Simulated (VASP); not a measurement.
Here is a VASP 6.6.1 calculation.

File INCAR:

```
SYSTEM = GaP
PREC = Accurate
ENCUT = 600
EDIFF = 1E-7
ISMEAR = 0
SIGMA = 0.03
LREAL = .FALSE.
LASPH = .TRUE.
NELM = 80
ALGO = Normal
ISIF = 3
LWAVE = .FALSE.
LCHARG = .FALSE.
IBRION = 2
NSW = 90
EDIFFG = -0.005
```

The input KPOINTS:

```
Automatic mesh
0
G
  8 8 8
  0 0 0
```

File POSCAR:

```
GaP                                     
1.0
   -0.0000000000      2.6966856200      2.6966856200
    2.6966856200      0.0000000000      2.6966856200
    2.6966856200      2.6966856200      0.0000000000
  Ga              P             
     1     1
Direct
     0.0000000000000000    0.0000000000000000    0.0000000000000000
     0.2500000000000000    0.2500000000000000    0.2500000000000000
```

Potentials or basis: VASP PAW LDA potentials, release 64 (Ga_d, P).

Launch:

```bash
$ cat potpaw_LDA.64/Ga_d/POTCAR potpaw_LDA.64/P/POTCAR > POTCAR
$ mpirun -np 1 vasp_std > vasp.out
```

(1) What does it give for the band gap on the k mesh?

## Answers

(1) 1.43 eV, indirect (least direct gap 1.90 eV).

Caveat: the relaxation stopped at its first step, so nothing moved.
